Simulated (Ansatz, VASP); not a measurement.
**Ir: VASP beside Ansatz**

```
CELL_PARAMETERS angstrom
-2.48193 2.13044 1.31201
2.13044 -2.48193 1.31201
2.84712 2.84712 -1.95578
ATOMIC_POSITIONS crystal
Ir 0.97801 0.02199 0.00000
Ir 0.77199 0.22801 0.50000
```

Alike in both runs: task single point; functional LDA; k mesh 17 × 17 × 10; occupations fermi-dirac, width 0.1 eV; no spin polarisation.

```csv
,VASP,Ansatz
version,VASP 6.6.1,Ansatz 0.2.0
potentials or method,"VASP PAW LDA potentials, release 64 (Ir)","plane waves (420 eV) with PAW, scalar-relativistic"
plane-wave cutoff (eV),520,420
valence electrons in the cell,18,34
```

```tsv
	VASP	Ansatz	Ansatz less VASP
pressure (GPa)	-10.5	-12.2	-1.69
largest component of the traceless stress (GPa)	0.93	1.12	+0.193
```

The two sets of potentials don't hold the same shells in valence. Ansatz warned: «pseudo_functional_mismatch».

Spin-orbit coupling is left out, which matters for the levels of Ir.
